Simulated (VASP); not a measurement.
H, 8 atoms in the cell. The structure is orthorhombic, space group P2_12_12_1 (No. 19). The conventional cell has a = 6.915 Å, b = 6.989 Å, c = 7.176 Å, α = 90.00°, β = 90.00°, γ = 90.00°. H (site symmetry 1) is surrounded by 1 H at 0.76 Å. Around H (site symmetry 1) lie 1 H at 0.76 Å. 

| Property | Result |
| --- | --- |
| Program | VASP 6.6.1 |
| Task | single point |
| Functional | PBEsol |
| Potentials or basis | VASP PAW PBE potentials, release 64 (H) |
| Cutoff | 520 eV |
| k mesh | 4 × 4 × 4 |
| Occupations | gaussian, width 0.02 eV |
| Spin | no spin polarisation |
| Dipole correction | no |
| Further INCAR settings | ALGO = Fast; EDIFF = 1e-07; NBANDS = 14 |

Potentials or basis: VASP PAW PBE potentials, release 64 (H).

The run is started by

```console
$ cat potpaw_PBE.64/H/POTCAR > POTCAR
$ mpirun -np 1 vasp_std > vasp.out
```

Hardware: 1 thread of Intel(R) Xeon(R) 6975P-C (Granite Rapids), with other jobs on the host.

Estimate the wall time of this run.

Wall time 86 s on 1 thread of Intel(R) Xeon(R) 6975P-C (Granite Rapids), on a shared host, peak memory 0.39 GiB. Counts: scf iterations 15, k points 27.
